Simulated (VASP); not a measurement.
A run of VASP 6.6.1 is set up as follows.

File INCAR:

```
ALGO = Normal
EDIFF = 1E-6
EDIFFG = -0.01
ENCUT = 600
IBRION = 2
ISIF = 3
ISMEAR = 0
LASPH = True
LCHARG = False
LREAL = False
LWAVE = False
NELM = 80
NSW = 90
PREC = Accurate
SIGMA = 0.03
```

The input KPOINTS:

```
k-points
0
Gamma
  12 12 6
```

The input POSCAR:

```
Si
1.0
    2.6655775094      0.0000000000      0.0000000000
   -1.3327887547      2.3084578389      0.0000000000
    0.0000000000      0.0000000000      4.5062692700
Si
2
Direct
    0.3333333300      0.6666666700      0.2500000000
    0.6666666700      0.3333333300      0.7500000000
```

Potentials or basis: VASP PAW LDA potentials, release 64 (Si).

The run is started by

```bash
$ cat potpaw_LDA.64/Si/POTCAR > POTCAR
$ mpirun -np 1 vasp_std > vasp.out
```

Question: What does it give for the relaxed volume?

Answer: 13.78 Å³/atom.

Question: Estimate the space group after relaxing (to 0.05 Å).

Answer: P6_3/mmc (No. 194).

Question: Predict the relaxed cell.

Answer: a = 2.664 Å, b = 2.664 Å, c = 4.483 Å, α = 90.00°, β = 90.00°, γ = 120.00°.

Final structure:
```xyz
2
Lattice="2.6644 0.0000 0.0000 -1.3322 2.3074 0.0000 0.0000 0.0000 4.4827" Properties=species:S:1:pos:R:3 pbc="T T T"
Si    0.0000    1.5383    1.1207
Si    1.3322    0.7691    3.3620
```
